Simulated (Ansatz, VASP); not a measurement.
# GaN: VASP beside Ansatz, part 2 of 2

Wanted: the spread between two codes on one cell, functional and k mesh. The cell is taken from a series of runs on this material, whose earlier steps may have relaxed, scaled, displaced or heated it; both programs get it as it stands.

VASP 6.6.1 and Ansatz 0.2.0.

So far: The starting structure; VASP: zone-centre phonons, LDA, pair 1; Ansatz: zone-centre phonons, LDA, pair 1; Differences.

## 5. VASP: zone-centre phonons, LDA, pair 2

Level of this step: LDA; plane waves and PAW (N, Ga_d) (VASP).

Second derivatives magnify differences that forces hide, and they need a tight electronic threshold. The cell compared in this pair holds 22.32 Å³, against 22.21 Å³ for the pair before.

INCAR

```
SYSTEM = GaN
PREC = Accurate
ENCUT = 600
EDIFF = 1E-08
NELM = 120
ISMEAR = 0
SIGMA = 0.01
LREAL = .FALSE.
ALGO = Normal
GGA = CA
NBANDS = 15
LORBIT = 11
LWAVE = .FALSE.
LCHARG = .FALSE.
ISIF = 2
IBRION = 8
LASPH = .TRUE.
GGA_COMPAT = .FALSE.
EFERMI = MIDGAP
KPAR = 2
```

POSCAR

```
GaN
1.0
    0.0203318769      2.2518226862      2.2006294007
    2.2518226862      0.0203318769      2.2006294007
    2.2721545630      2.2721545630     -0.0000000001
N Ga
1 1
Direct
    0.2486270680      0.2486270680      0.2513729320
    0.0013729320      0.0013729320      0.9986270680
```

KPOINTS

```
Automatic mesh
0
Gamma
12 12 12
0 0 0
```

PAW data sets: N and Ga_d (LDA family, release 64).

Launch:

```bash
> mpirun -np 2 vasp_std
```

Numbers of over 12 decimals in the logs are rounded to 6 here.

What it wrote:

```text
[... set-up lines as in an earlier step ...]
 entering main loop
       N       E                     dE             d eps       ncg     rms          rms(c)
DAV:   1     0.892547324123E+02    0.89255E+02   -0.10252E+04  9326   0.234E+03
DAV:   2    -0.947603306297E+01   -0.98731E+02   -0.91634E+02  9639   0.363E+02
DAV:   3    -0.159230387236E+02   -0.64470E+01   -0.64169E+01  9471   0.777E+01
DAV:   4    -0.159974025778E+02   -0.74364E-01   -0.74348E-01 10586   0.884E+00
[...]
DAV:  12    -0.139378581753E+02   -0.19705E-05   -0.18202E-05  9338   0.489E-02    0.442E-03
DAV:  13    -0.139378581233E+02    0.51994E-07   -0.69868E-07 13428   0.153E-02    0.254E-03
DAV:  14    -0.139378581270E+02   -0.36389E-08   -0.50537E-08  9471   0.235E-03
   1 F= -.13937858E+02 E0= -.13937858E+02  d E =0.000000E+00
 Linear response reoptimize wavefunctions to high precision
DAV:   1    -0.139378581260E+02    0.94496E-09   -0.22015E-09  7630   0.435E-04
DAV:   2    -0.139378581261E+02   -0.30013E-10   -0.17185E-10  5600   0.139E-04
 Linear response DOF=           4
 Linear response progress:
[...]
RMM:  11    -0.160971688127E+00    0.17007E-07    0.30237E-08 56974   0.748E-05    0.126E-06
RMM:  12    -0.160971675232E+00    0.12895E-07    0.20440E-08 56012   0.375E-05    0.202E-07
RMM:  13    -0.160971674817E+00    0.41478E-09   -0.57825E-09 48055   0.222E-05    0.994E-08
 first order change of Fermi-energy  -0.56794E-05
 force on displaced ion       2 direction 1 : -13.039   0.294   0.000
 Linear response progress:
  Degree of freedom:   4/  4
       N       E                     dE             d eps       ncg     rms          rms(c)
RMM:   1    -0.162964484680E+00   -0.16296E+00    0.27854E-01 10707   0.918E+00
RMM:   2    -0.160978587784E+00    0.19859E-02   -0.33988E-02 16302   0.166E+00    0.551E-02
RMM:   3    -0.161160786208E+00   -0.18220E-03   -0.22964E-03 16613   0.387E-01    0.333E-02
RMM:   4    -0.160790422521E+00    0.37036E-03   -0.14985E-04 17243   0.108E-01    0.356E-03
[...]
RMM:  10    -0.160782652931E+00    0.62731E-07    0.23936E-08 17975   0.179E-04    0.381E-06
RMM:  11    -0.160782634042E+00    0.18888E-07    0.13515E-08 18017   0.762E-05    0.115E-06
RMM:  12    -0.160782632520E+00    0.15221E-08    0.21391E-08 17121   0.401E-05    0.510E-07
 first order change of Fermi-energy  -0.10049E-01
 force on displaced ion       2 direction 3 :  -0.000  -0.000 -12.726
 Linear response finished
```

Parts of OUTCAR (step 5):

```text
  Total       -0.2557021     -0.2557021      0.1328702     -0.3988425      0.0000000      0.0000000
  in kB      -18.3584076    -18.3584076      9.5395593    -28.6353284      0.0000000      0.0000000
  external PRESSURE =      -9.0590853 kB  Pullay stress =       0.0000000 kB

 POSITION                                       TOTAL-FORCE (eV/Angst)
 -----------------------------------------------------------------------------------
      1.13608      1.13608      1.09427        -0.000000     -0.000000     -0.004471
      2.27215      2.27215      0.00604         0.000000      0.000000      0.004471
 -----------------------------------------------------------------------------------
    total drift:                                0.000001      0.000001     -0.000208

[... 1 part as in an earlier step ...]

[... 1 further part left out ...]
```

## 6. Ansatz: zone-centre phonons, LDA, pair 2

The same cell, functional (in two slightly different forms) and mesh now go to Ansatz, which takes its cutoff from its data sets.

The cell is taken from a series of runs on this material, whose earlier steps may have relaxed, scaled, displaced or heated it; both programs get it as it stands.

input.yaml

```yaml
crystal:
  lattice:
    - [0.0203318769, 2.2518226862, 2.2006294007]
    - [2.2518226862, 0.0203318769, 2.2006294007]
    - [2.272154563, 2.272154563, -1.0e-10]
  atoms:
    - { symbol: "N", position: [0.248627068, 0.248627068, 0.251372932] }
    - { symbol: Ga, position: [0.001372932, 0.001372932, -0.001372932] }
kpoints:
  mp_grid: { grid: [12, 12, 12] }
hamiltonian:
  xc: lda
  pseudopotentials: { kind: paw, azcp: { folder: soft_1 }, xc_functional: pbe }
scf:
  occupations: { method: fixed }
output:
  eigenvalues: true
phonons:
  method: dfpt
```

Launch:

```bash
> ansatz run input.yaml --threads 4 --pin off --max-ram 10240MiB --backend cpu --events-out ev --progress --plain --runs-dir out
```

What it wrote:

```text
[...]
Crystal: 2 atoms, lattice volume = 22.316 Å³
Basis set: ecut = 420 eV, 427 PW (Γ), exchange–correlation on 48×48×48 points (8 copies of the dense FFT grid, shifted against one another)
Bands: 13, of which v1, the nominal top of the filled ones, is band 9 counted from 1 (8 counted from 0)
Symmetry: 4 space group operations
k-points: 476 of 1728 (irreducible under 2 space group operations, time reversal used)
[...]
k-point 1: bands = [... 5 lower, -3.6144, 8.7949, 9.6011, 9.6055, 12.1887, 19.4622, 20.0045, 20.2709]
  k-point 2: bands = [... 5 lower, -3.6151, 7.3127, 9.3902, 9.4130, 13.1301, 18.8139, 20.3055, 20.4510]
  k-point 475: bands = [... 5 lower, -1.6532, 3.5181, 6.5923, 6.8506, 12.8067, 16.0522, 21.5605, 23.5209]
[...]
ASR residual: 3.157e-4 → 0.000e0 eV/Å²; symmetrization residual: 1.678e-6 eV/Å²
  ASR residual per site (eV/Å²): 3.16e-4 6.69e-5
  Γ frequencies (cm⁻¹): 0.00 0.00 0.00 539.83 539.99 552.81
[...]
[key lines of the parts left out:]
SCF converged after 9 iterations
Free energy (F): -4082.079922 eV
Fermi energy:    9.726362 eV
```

## 7. Differences

The two programs side by side:

| quantity | Ansatz | VASP | difference |
| --- | --- | --- | --- |
| optical mode 1 (cm⁻¹) | 539.8 | 544.7 | -0.90 % |
| optical mode 2 (cm⁻¹) | 540.0 | 545.2 | -0.95 % |
| optical mode 3 (cm⁻¹) | 552.8 | 558.0 | -0.92 % |

Modes are paired by rising frequency, not by their patterns, so a pair may set unlike modes beside each other; they are those without the splitting of longitudinal modes.

## 8. Outcome

| Property | Result |
| --- | --- |
| r.m.s. difference of the optical zone-centre modes, each program's sorted by frequency (zone-centre phonons, LDA, pair 1) | 5.1 cm⁻¹ |
| difference in optical mode 2 (zone-centre phonons, LDA, pair 1) | -0.9 % |
| r.m.s. difference of the optical zone-centre modes, each program's sorted by frequency (zone-centre phonons, LDA, pair 2) | 5.1 cm⁻¹ |
| difference in optical mode 2 (zone-centre phonons, LDA, pair 2) | -1.0 % |

The r.m.s. difference of the optical zone-centre modes, each program's sorted by frequency is 5.1 cm⁻¹ (zone-centre phonons, LDA, pair 1). Among the rows given in per cent, the largest difference of the zone-centre phonons, LDA, pair 1 pair is in optical mode 2, -0.9 %. Among the rows given in per cent, the largest difference of the zone-centre phonons, LDA, pair 2 pair is in optical mode 2, -1.0 %. Such differences can come from data sets, numerical settings and the points named under the comparisons, not from the functional's error against experiment.

[Lines on the potential files, build, host, timing and source positions are cut from VASP's logs without a mark.]

[Logs are printed without paths, hosts, clocks, repeated set-up lines and the standing remarks that a program may print on its own settings, such as how far it seeks lower states.]

[Hosts, paths, dates, database ids (printed as entryN), source tags and the programs' standing remarks are cut or masked in the printed files.]
